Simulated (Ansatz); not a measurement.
Set up this calculation in Ansatz 0.2.0, as the native input.

```
Task                  : relaxation of cell and atoms
Functional            : PBEsol
Potentials or basis   : Ansatz PAW
Cutoff                : 420 eV (not typed: the program's choice for these potentials)
k mesh                : 8 × 8 × 8
Occupations           : fermi-dirac, width 0.05 eV
Spin                  : collinear spin, ferromagnetic start
Starting moments      : [1.0, 1.0, 1.0, 0.0] μB
Target pressure       : 20 GPa
Target pressure (GPa) : 20
```

Crystal: AlNi3.

```xyz
4
Lattice="3.5231 0.0000 0.0000 0.0000 3.5231 0.0000 0.0000 0.0000 3.5231" Properties=species:S:1:pos:R:3 pbc="T T T"
Ni    1.7615    1.7615    0.0000
Ni    1.7615    0.0000    1.7615
Ni    0.0000    1.7615    1.7615
Al    0.0000    0.0000    0.0000
```

The cell is a database's computed one.

The input as run:

input.yaml

```yaml
crystal:
  lattice:
    - [3.5230547267, 0.0, 0.0]
    - [0.0, 3.5230547267, 0.0]
    - [0.0, 0.0, 3.5230547267]
  atoms:
    - { symbol: Ni, position: [0.5, 0.5, 0.0], spin: 1.0 }
    - { symbol: Ni, position: [0.5, 0.0, 0.5], spin: 1.0 }
    - { symbol: Ni, position: [0.0, 0.5, 0.5], spin: 1.0 }
    - { symbol: Al, position: [0.0, 0.0, 0.0] }
hamiltonian:
  xc: pbesol
  pseudopotentials: { kind: paw }
magnetization:
  spin_polarized: true
kpoints:
  mp_grid: { grid: [8, 8, 8] }
scf:
  occupations: { method: fermi_dirac, width: 0.05 }
output:
  forces: true
  stress: true
  eigenvalues: true
relax:
  f_tol: 0.01
  max_steps: 40
  cell: { stress_tol: 0.05, p_target: 20.0 }
```

Potentials or basis: Ansatz PAW.

Run with:

```sh
$ ansatz run input.yaml --threads 2 --pin off --max-ram 5632MiB --backend cpu --events-out ev --progress --plain --runs-dir out
```

Results of the run:

- Relaxed volume: 10.04 Å³/atom
- Relaxed cell: a = 3.425 Å, b = 3.425 Å, c = 3.425 Å, α = 90.00°, β = 90.00°, γ = 90.00°
- Space group after relaxing (to 0.05 Å): Pm-3m (No. 221)
- Energy change on relaxing (the enthalpy is what falls): +49.5 meV/atom
- Ionic steps: 6
- Pressure after relaxing: 20.0 GPa
- Band gap on the k mesh: none (metal or under the smearing width)
- Net moment: 0.53 μB per cell
- Absolute moment: 0.65 μB per cell
- Site moments: Ni +0.19; Al -0.01 μB

Caveat: the plane-wave basis is chosen anew once the cell has moved, so the energies of steps on either side of that aren't comparable; the PAW data sets come from PBE, with cores solved anew for the run's functional, which leaves a small shift of forces and pressure.

It took 15 s on 2 threads of Intel(R) Xeon(R) 6975P-C (Granite Rapids), with other jobs on the host, peak memory 0.44 GiB.
